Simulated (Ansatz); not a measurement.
Starting structure, (110) slab as cut from the bulk (SnO2, P4_2/mnm (No. 136), (1 1 0) face):

```yaml
crystal:
  lattice:
    - [3.21207, 0.00000, 0.00000]
    - [0.00000, 6.74434, 0.00000]
    - [0.00000, 0.00000, 27.72959]
  atoms:
    - { symbol: O, position: [0.00000, 0.00000, 0.27047] }
    - { symbol: Sn, position: [0.00000, 0.50000, 0.31759] }
    - { symbol: Sn, position: [0.50000, 0.00000, 0.31759] }
    - { symbol: O, position: [0.50000, 0.30628, 0.31759] }
    - { symbol: O, position: [0.50000, 0.69372, 0.31759] }
    - { symbol: O, position: [0.00000, 0.00000, 0.36470] }
    - { symbol: O, position: [0.00000, 0.50000, 0.39208] }
    - { symbol: Sn, position: [0.00000, 0.00000, 0.43920] }
    - { symbol: Sn, position: [0.50000, 0.50000, 0.43920] }
    - { symbol: O, position: [0.50000, 0.80628, 0.43920] }
    - { symbol: O, position: [0.50000, 0.19372, 0.43920] }
    - { symbol: O, position: [0.00000, 0.50000, 0.48631] }
    - { symbol: O, position: [0.00000, 0.00000, 0.51369] }
    - { symbol: Sn, position: [0.00000, 0.50000, 0.56080] }
    - { symbol: Sn, position: [0.50000, 0.00000, 0.56080] }
    - { symbol: O, position: [0.50000, 0.30628, 0.56080] }
    - { symbol: O, position: [0.50000, 0.69372, 0.56080] }
    - { symbol: O, position: [0.00000, 0.00000, 0.60792] }
    - { symbol: O, position: [0.00000, 0.50000, 0.63530] }
    - { symbol: Sn, position: [0.00000, 0.00000, 0.68241] }
    - { symbol: Sn, position: [0.50000, 0.50000, 0.68241] }
    - { symbol: O, position: [0.50000, 0.80628, 0.68241] }
    - { symbol: O, position: [0.50000, 0.19372, 0.68241] }
    - { symbol: O, position: [0.00000, 0.50000, 0.72953] }
```

All numbers below come from Ansatz, DFT PBEsol, scalar-relativistic, plane waves, PAW. Cutoff 420 eV; k points 8×4×1 on the computed 24-atom cell (Γ-centred); Gaussian smearing, width 0.05 eV; no spin polarisation. A dipole correction removes the field between periodic images along c.

All atoms are free. The cell is fixed. Force threshold 0.02 eV/Å.

| step | E − E_final (eV) | largest force (eV/Å) |
| --- | --- | --- |
| 1 | 1.055 | 2.440 |
| 2 | 0.137 | 1.095 |
| 3 | 0.009 | 0.258 |
| 4 | 0.001 | 0.076 |
| 5 | 0.001 | 0.081 |
| 6 | 0.000 | 0.005 |
| 7 | 0.000 | 0.005 |

Q: What is the final structure?

A:
```xyz
24
Lattice="3.2121 0.0000 0.0000 0.0000 6.7443 0.0000 0.0000 0.0000 27.7296" Properties=species:S:1:pos:R:3 pbc="T T T"
O     0.0000    0.0000    7.3947
Sn    0.0000    3.3722    8.9679
Sn    1.6060    0.0000    8.5684
O     1.6060    2.1219    8.6654
O     1.6060    4.6225    8.6654
O     0.0000    0.0000   10.0199
O     0.0000    3.3722   10.9642
Sn    0.0000    0.0000   12.0492
Sn    1.6060    3.3722   12.3107
O     1.6060    5.4259   12.1593
O     1.6060    1.3185   12.1593
O     0.0000    3.3722   13.5814
O     0.0000    0.0000   14.1481
Sn    0.0000    3.3722   15.6804
Sn    1.6060    0.0000   15.4189
O     1.6060    2.0537   15.5703
O     1.6060    4.6907   15.5703
O     0.0000    0.0000   16.7654
O     0.0000    3.3722   17.7097
Sn    0.0000    0.0000   18.7617
Sn    1.6060    3.3722   19.1612
O     1.6060    5.4941   19.0641
O     1.6060    1.2503   19.0641
O     0.0000    3.3722   20.3349
```

Cost: 1 run of about 9.3 core-minutes, on Intel Xeon 6975P-C (Granite Rapids) (shared hosts).